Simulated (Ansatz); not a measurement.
BeO, pressure series

The parent structure is BeO in the wurtzite structure (space group P6_3mc, No. 186; a = 2.712 Å, c = 4.405 Å).

Cell and atoms are relaxed at each pressure.

The values are results of DFT with PBE, PAW potentials and a 420 eV plane-wave cutoff in Ansatz (a program for electronic structure), spin-orbit coupling left out, not measurements.

```tsv
pressure (GPa)	volume per atom (Å³/atom)
-2	7.081
-1	7.047
0	7.013
0.3	7.003
0.7	6.990
1.5	6.963
3	?
5	6.854
7.5	6.781
```

**Question.** Fit the third-order Birch–Murnaghan form P(V) = (3B₀/2)[(V₀/V)^(7/3) − (V₀/V)^(5/3)]·[1 + (3/4)(B₀′ − 4)((V₀/V)^(2/3) − 1)] (squares taken in P) to the rows shown and predict the withheld row.

**Answer.** Least squares on the printed values gives V₀ = 7.013 Å³/atom, B₀ = 209 GPa, B₀′ = 3.7; this predicts 6.916 Å³/atom, and the run gives 6.916 Å³/atom, in agreement.

Load acts through the strain it causes; cell and atoms are relaxed under it. Stability against distortions was not tested. No other phases were tried under pressure.
